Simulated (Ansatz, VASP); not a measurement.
ZnGe2N2 in VASP and in Ansatz

```
Zn Ge N
1.0
     3.33602    0.00000    0.00000
    -1.66801    2.88908    0.00000
     0.00000    0.00000    7.26921
Zn Ge N
1 2 2
Direct
  0.66667 0.33333 0.50000
  0.33333 0.66667 0.80895
  0.33333 0.66667 0.19105
  0.33333 0.66667 0.50000
  0.00000 0.00000 0.00000
```

Alike in both runs: functional PBE; k mesh 4 × 4 × 2; occupations gaussian, width 0.15 eV; no spin polarisation.

Ansatz relaxed the structure, and its values are those at the end. VASP's run is a single point on that final structure, the one shown.

|  | VASP | Ansatz |
| --- | --- | --- |
| version | VASP 6.6.1 | Ansatz 0.2.0 |
| potentials or method | VASP PAW PBE potentials, release 64 (Zn, Ge_d, N) | scalar-relativistic, plane waves, PAW |
| plane-wave cutoff (eV) | 520 | 420 |
| valence electrons in the cell | 50 | 50 |

|  | VASP | Ansatz | Ansatz less VASP |
| --- | --- | --- | --- |
| gap on the k mesh at the Fermi level (eV) | none | none | - |
| pressure (GPa) | 0.6 | 0.3 | -0.37 |
| rms of the force components (eV/Å) | 0.015 | 0.014 | -0.0008 |

A gap of «none» marks a metal or a gap that the smearing closes.

Caveats: the k mesh is coarse (spacing up to 0.54 Å⁻¹), so the values aren't converged.
